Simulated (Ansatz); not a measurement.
Free-standing chains of the atoms of Tl, named by their start (strip: triangular double chain, ladder: square double chain); atoms and period are relaxed, and energies count from relaxed bulk Tl (P6_3/mmc, 31.45 Å³/atom, gap on the mesh 0.00 eV).

Level of theory: Ansatz, DFT PBE, scalar-relativistic, plane waves, PAW.

Cutoff 420 eV; k points 1×1×12 on the computed 2-atom cell (Γ-centred); Gaussian smearing, width 0.05 eV; collinear spin from starting moments 0.5 0.5 μB.

Start (zigzag chain):

```
Tl
1.0
    10.40000    0.00000    0.00000
     0.00000    9.30000    0.00000
     0.00000    0.00000    5.63364
Tl
2
Direct
  0.43229 0.50000 0.00000
  0.56771 0.50000 0.50000
```

**Question.** What does the relaxation give?

**Answer.** The free energy falls by 28 meV/atom.

```
excess energy (eV per host atom)                      : 0.917
period (Å)                                            : 5.717
gap on the mesh (eV)                                  : 0
highest filled level or Fermi level under vacuum (eV) : 3.28
size of the moment (μB per cell)                      : 0.33
```

Relaxed structure:
```xyz
2
Lattice="10.4000 0.0000 0.0000 0.0000 9.3000 0.0000 0.0000 0.0000 5.7172" Properties=species:S:1:pos:R:3 pbc="T T T"
Tl    4.6708    4.6500    0.0000
Tl    5.7292    4.6500    2.8586
```

Spin-orbit coupling is left out, which matters for the bands of heavy elements.

Each run keeps its start's symmetry and one magnetic start, so lower states can exist.

Time: 47 s on 2 threads of Arm Neoverse V1, with other jobs on the host, peak memory 0.69 GiB.